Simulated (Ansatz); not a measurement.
**Gold, dhcp under revPBE: from relaxation to bulk modulus**

What does revPBE give for gold in the dhcp structure? We relax it, solve it on a dense k-mesh, then scale the cell to 7 volumes from 88 to 112 % of the relaxed one and try a fit of the equation of state. Spin polarisation is left out. The k-meshes are 13×13×4 for the relaxation; 16×16×5 for the dense run; 14×14×4 for the volumes.

Computed with Ansatz 0.2.0 (DFT revPBE, plane waves (420 eV) with PAW, scalar-relativistic; PBE-made PAW files, unless a step says otherwise).

## 1. Starting point

It takes space group P6_3/mmc (No. 194, hexagonal). The conventional cell has a = 2.884 Å, b = 2.884 Å, c = 9.418 Å, α = 90.00°, β = 90.00°, γ = 120.00°. Around Au (site symmetry -3m) lie 12 Au at 2.88 Å. Around Au (site symmetry -6m2) lie 12 Au at 2.88 Å.

Coordinates:

```cif
data_structure
_symmetry_space_group_name_H-M 'P6_3/mmc'
_symmetry_Int_Tables_number 194
_cell_length_a 2.8837
_cell_length_b 2.8837
_cell_length_c 9.4183
_cell_angle_alpha 90.000
_cell_angle_beta 90.000
_cell_angle_gamma 120.000
_cell_volume 67.83
loop_
_atom_site_label
_atom_site_type_symbol
_atom_site_symmetry_multiplicity
_atom_site_Wyckoff_symbol
_atom_site_fract_x
_atom_site_fract_y
_atom_site_fract_z
_atom_site_occupancy
Au1 Au 2 a 0.00000 0.00000 0.00000 1
Au2 Au 2 c 0.33333 0.66667 0.25000 1
```

## 2. Relaxing cell and atoms

Input file input.yaml:

```yaml
crystal:
  lattice:
    - [2.8837471341, 0.0, 0.0]
    - [-1.441873567, 2.4973982762, 0.0]
    - [0.0, 0.0, 9.4183181399]
  atoms:
    - { symbol: Au, position: [0.0, 0.0, 0.0] }
    - { symbol: Au, position: [0.0, 0.0, 0.5] }
    - { symbol: Au, position: [0.3333333333, 0.6666666667, 0.25] }
    - { symbol: Au, position: [0.6666666667, 0.3333333333, 0.75] }
hamiltonian:
  xc: revpbe
  pseudopotentials:
    kind: paw
    azcp:
      Au: "pseudopotentials/Au.paw.azcp"
basis:
  ecutwfc: 420
  fft_grid_basis: typed
kpoints:
  mp_grid: { grid: [13, 13, 4], shift: [0, 0, 0] }
magnetization:
  spin_polarized: false
scf:
  occupations: { method: fermi_dirac, width: 0.1 }
relax:
  max_steps: 60
  f_tol: 0.01
  cell: {}
```

Run with:

```sh
> ansatz run input.yaml --threads 2 --pin off --max-ram 5120MiB --backend cpu --events-out ev --progress --plain --runs-dir out
```

Further steps of the session: Single point on a dense mesh; Volume × 0.88; Volume × 0.92; Volume × 0.96; Volume × 1.0; Volume × 1.04; Volume × 1.08; Volume × 1.12.

**Question.** What will these runs give? Wanted: space group; conventional cell; volume; shortest distance; gap on the mesh; relative to fcc; V₀, B₀, B₀′.

The runs gave:

```
                      quantity                                   value
space group (spins left aside)                      P6_3/mmc (No. 194)
             conventional cell  a = 2.937 Å, c = 9.830 Å (c/a = 3.347)
                        volume                          18.360 Å³/atom
             shortest distance                                 2.937 Å
               gap on the mesh            none (levels filled in part)
               relative to fcc                             +3 meV/atom
                   V₀, B₀, B₀′            18.368 Å³/atom, 124 GPa, 6.1
```

From the guessed start the volume grew by 8.3 % in 7 steps. Against the reference form of gold (fcc, computed apart with the same settings) it stands 3 meV/atom higher. No gap shows: it is a metal or semimetal at this level. B₀ comes out at 124 GPa; letting shape and positions relax at each volume could only lower it. Relaxation kept the symmetry; phonons were not checked.
